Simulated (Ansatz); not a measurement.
AlN: from Born charge to LO–TO splitting and polaron coupling

These are results of DFT PBEsol, scalar-relativistic, plane waves, PAW (Ansatz), not measurements. Settings: 420 eV plane-wave cutoff, Γ-centred 10×10×10 mesh, fixed occupations. No spin polarisation. Phonons by linear response, acoustic sum rule imposed.

Equilibrium structure at this level:
```cif
data_structure
_symmetry_space_group_name_H-M 'F-43m'
_symmetry_Int_Tables_number 216
_cell_length_a 4.3777
_cell_length_b 4.3777
_cell_length_c 4.3777
_cell_angle_alpha 90.000
_cell_angle_beta 90.000
_cell_angle_gamma 90.000
_cell_volume 83.89
loop_
_atom_site_label
_atom_site_type_symbol
_atom_site_symmetry_multiplicity
_atom_site_Wyckoff_symbol
_atom_site_fract_x
_atom_site_fract_y
_atom_site_fract_z
_atom_site_occupancy
Al1 Al 4 a 0.00000 0.00000 0.00000 1
N1 N 4 c 0.25000 0.25000 0.25000 1
```

Linear response gives ν_TO = 648.5 cm⁻¹, Born charges ±2.548 e (positive on Al) and ε∞ = 4.646. The primitive cell holds 20.974 Å³, and the masses are 26.982 and 14.007 amu.

Q: Find ν_LO and the static dielectric constant.

A: The long-wave field adds a restoring force: ω_LO² − ω_TO² = Z*²e²/(ε_vac ε∞ μV). In these units ν_LO² − ν_TO² = 4.92064×10⁷ Z*²/(μ V ε∞) cm⁻², with μ = m₁m₂/(m₁ + m₂) = 9.220 amu: 355525 cm⁻². So ν_LO = √(648.5² + 355525) = 880.9 cm⁻¹, and the run gives 880.9. Lyddane–Sachs–Teller then gives ε0 = ε∞ (ν_LO/ν_TO)² = 8.57, against 8.57 in the run (it forms both from the same three quantities, so the match checks the arithmetic only). Between ν_TO and ν_LO the dielectric function is negative and an undamped crystal reflects fully: a reststrahlen band from 11.4 to 15.4 μm.

Q: What do the Clausius–Mossotti polarisability and the Szigeti charge come to?

A: With the Lorentz local field, α = (3V/4π)(ε∞ − 1)/(ε∞ + 2) = 2.75 Å³ for the pair, and e_S = 3Z*/(ε∞ + 2) = 1.15 e. The Born charge includes the electrons' response to the dipole's own local field, and e_S takes that enhancement out. The Lorentz field assumes point-like polarisable ions, a poor picture once ε∞ is this large, since the electron clouds then overlap or are shared, so both numbers are formal here.

Q: How strongly does a slow electron couple to the LO mode?

A: For one isotropic parabolic band, Fröhlich's constant is α_F = (1/ε∞ − 1/ε0) √(m* Ry/ħω_LO), with Ry = 13.606 eV, ħω_LO = 109.2 meV and m* in free-electron masses: α_F = 0.0986 × 11.16 × √m* = 1.10 √m*. The band mass isn't part of this run; for m* = 0.1, 0.3 and 1 it gives 0.35, 0.60, 1.10. In weak coupling the polaron lies α_F ħω_LO below the band edge (66 meV at m* = 0.3) with a mass m*(1 + α_F/6); past α_F of about 5 or 6 that expansion fails. A semilocal functional's ε∞ tends to be too large, which taken alone lowers α_F.

This zinc-blende form isn't the usual stable structure of the compound.

Cost: 1 run of about 0.14 core-minutes, on AMD EPYC 9R45 (Zen 5) (shared hosts).